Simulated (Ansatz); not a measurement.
Set up this calculation in Ansatz 0.2.0, as the native input.

```
Task                : relaxation of cell and atoms
Functional          : PBE
Potentials or basis : Ansatz PAW earlier set
Cutoff              : 910 eV
Density cutoff      : 3640 eV
k mesh              : 10 × 10 × 10
Occupations         : fermi-dirac, width 0.05 eV
Spin                : no spin polarisation
```

Crystal: TiO2 (Anatase).

```
Ti O
1.0
    -1.89210    1.89210    4.75730
     1.89210   -1.89210    4.75730
     1.89210    1.89210   -4.75730
Ti O
2 4
Direct
  0.75000 0.25000 0.50000
  0.00000 0.00000 0.00000
  0.79190 0.79190 0.00000
  0.54190 0.04190 0.50000
  0.95810 0.45810 0.50000
  0.20810 0.20810 0.00000
```

These files were run (other wordings do the same):

input.yaml

```yaml
crystal:
  lattice:
    - [-1.8921, 1.8921, 4.7573]
    - [1.8921, -1.8921, 4.7573]
    - [1.8921, 1.8921, -4.7573]
  atoms:
    - { symbol: Ti, position: [0.75, 0.25, 0.5] }
    - { symbol: Ti, position: [0.0, 0.0, 0.0] }
    - { symbol: O, position: [0.7919, 0.7919, 0.0] }
    - { symbol: O, position: [0.5419, 0.0419, 0.5] }
    - { symbol: O, position: [0.9581, 0.4581, 0.5] }
    - { symbol: O, position: [0.2081, 0.2081, 0.0] }
hamiltonian:
  xc: pbe
  pseudopotentials: { kind: paw, level: accurate }
kpoints:
  mp_grid: { grid: [10, 10, 10] }
scf:
  occupations: { method: fermi_dirac, width: 0.05 }
output:
  forces: true
  stress: true
  eigenvalues: true
  write_density: true
  write_potential: true
  elf: true
  volumetric_format: npy
relax:
  f_tol: 0.01
  max_steps: 40
  cell: { stress_tol: 0.05 }
```

Potentials or basis: Ansatz PAW earlier set.

Command:

```console
$ ansatz run input.yaml --threads 2 --pin off --max-ram 5632MiB --backend cpu --events-out ev --progress --plain --runs-dir out
```

Results of the run:

* Relaxed volume: 11.66 Å³/atom
* Relaxed cell: a = 5.541 Å, b = 5.541 Å, c = 5.541 Å, α = 139.89°, β = 139.89°, γ = 58.02°
* Space group after relaxing (to 0.05 Å): I4_1/amd (No. 141)
* Energy gained by relaxing: 4.9 meV/atom
* Ionic steps: 5
* Pressure after relaxing: 0.0 GPa
* Largest force after relaxing: 0.005 eV/Å
* Band gap on the k mesh: 2.12 eV, indirect (least direct gap 2.42 eV)

Caveat: the plane-wave basis is chosen anew once the cell has moved, so the energies of steps on either side of that aren't comparable.

Wall time 37 s on 2 threads of AMD EPYC 9R45 96-Core Processor (Zen 5) (shared host), peak memory 0.98 GiB.
